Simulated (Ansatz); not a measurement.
# C3H9N: the cost of one run

Method: the levels named in each step, in Ansatz 0.2.0.

### 1 The structure to begin with

Bond lengths: C1–C2 1.523 Å, C2–C3 1.527 Å, C3–N4 1.455 Å, C1–H5 1.087 Å, C1–H6 1.088 Å, C1–H7 1.088 Å, C2–H8 1.093 Å, C2–H9 1.091 Å, C3–H10 1.105 Å, C3–H11 1.094 Å, N4–H12 1.014 Å, N4–H13 1.015 Å. Angles (14 of 21 angles, heavy atoms first): C1–C2–C3 111.9°, C2–C3–N4 110.0°, C1–C2–H8 109.5°, C1–C2–H9 110.1°, C3–C2–H8 109.1°, C3–C2–H9 108.3°, C2–C1–H5 110.5°, C2–C1–H6 110.6°, C2–C1–H7 110.6°, C2–C3–H10 109.1°, C2–C3–H11 109.3°, N4–C3–H10 113.2°, N4–C3–H11 107.4°, C3–N4–H12 110.4°.

Coordinates:

```xyz
13

C    -1.8841   -0.0134   -0.4979
C    -0.4946   -0.5593   -0.1970
C     0.4749    0.5457    0.2162
N     1.8093   -0.0051    0.3997
H    -2.5545   -0.8187   -0.7879
H    -1.8432    0.7096   -1.3092
H    -2.3000    0.4802    0.3781
H    -0.5587   -1.2980    0.6058
H    -0.0895   -1.0601   -1.0774
H     0.0847    1.0508    1.1179
H     0.5363    1.2909   -0.5825
H     2.4628    0.7273    0.6551
H     1.8050   -0.6894    1.1496
```

### 2 A rough first relaxation, PBE-D4/def2-SVP

Input file input.yaml:

```yaml
crystal:
  periodic: [false, false, false]
  atoms:
    - { symbol: C, position_ang: [-1.88409, -0.01341, -0.49788] }
    - { symbol: C, position_ang: [-0.49464, -0.55932, -0.19703] }
    - { symbol: C, position_ang: [0.47492, 0.54566, 0.21623] }
    - { symbol: "N", position_ang: [1.80933, -0.00506, 0.3997] }
    - { symbol: H, position_ang: [-2.5545, -0.81866, -0.78791] }
    - { symbol: H, position_ang: [-1.84323, 0.70958, -1.30923] }
    - { symbol: H, position_ang: [-2.30003, 0.48024, 0.37811] }
    - { symbol: H, position_ang: [-0.55868, -1.29796, 0.60577] }
    - { symbol: H, position_ang: [-0.08947, -1.06008, -1.07737] }
    - { symbol: H, position_ang: [0.08465, 1.05084, 1.11789] }
    - { symbol: H, position_ang: [0.53628, 1.29094, -0.58247] }
    - { symbol: H, position_ang: [2.46279, 0.72732, 0.6551] }
    - { symbol: H, position_ang: [1.80498, -0.68937, 1.14963] }
basis:
  gaussian: { orbitals: def2-SVP }
hamiltonian:
  xc: pbe
  dispersion: d4
relax:
  f_tol: 0.03
  max_steps: 200
```

Run with:

```
$ ansatz run input.yaml --threads 4 --pin off --max-ram 10240MiB --backend cpu --events-out ev --progress --plain --runs-dir out
```

Q: Estimate wall time and peak memory on 4 threads of Arm Neoverse V2, shared host.

About 4.3 s, with a peak of 0.13 GiB.
